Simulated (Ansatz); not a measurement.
**CdF2: rattling a relaxed structure**

The structure comes from a generated guess, relaxed at this level; another structure or a mixture of phases may lie lower.

Computed with DFT PBE, scalar-relativistic, plane waves, PAW in Ansatz 0.2.0. Plane waves to 420 eV, a k mesh through Γ of 6×6×8 on the computed 3-atom cell and Gaussian smearing (0.02 eV); no spin polarisation.

The cell below (3 atoms, space group P-4m2 (No. 115)) is relaxed within its symmetry.

```
Cd F
1.0
     3.78063    0.00000    0.00000
     0.00000    3.78063    0.00000
     0.00000    0.00000    3.29561
Cd F
1 2
Direct
  0.00000 0.00000 0.00000
  0.50000 0.00000 0.33106
  0.00000 0.50000 0.66894
```

For the test a repeat of it with 6 atoms (edges 3.30, 3.78, 7.56 Å) was strained at random (σ = 1.5 % a component), the atoms were moved at random (σ = 0.10 Å), and all was relaxed again on a coarse 4×4×2 mesh (in the run’s order of axes) with 0.10 eV smearing, with no symmetry imposed.

**Question.** What happens?

**Answer.** It doesn't return. The energy falls by 167 meV/atom on that mesh, the volume changes by -12.6 %, and the end has space group Fm-3m (No. 225) at a loose tolerance. Relaxed again on an 8×8×8 mesh with 0.02 eV smearing, the new structure lies 167 meV/atom below the first (mesh in the axes of the run's cell; the cell below is made exact in the group named). Space group Fm-3m (No. 225), cubic, a = 5.481 Å. Cd is surrounded by 8 F at 2.37 Å; F has 4 Cd at 2.37 Å and 6 F at 2.74 Å.

```
Cd F
1.0
     0.00000    2.74054    2.74054
     2.74054    0.00000    2.74054
     2.74054    2.74054    0.00000
Cd F
1 2
Cartesian
  2.7405 2.7405 2.7405
  1.3703 1.3703 1.3703
  4.1108 4.1108 4.1108
```
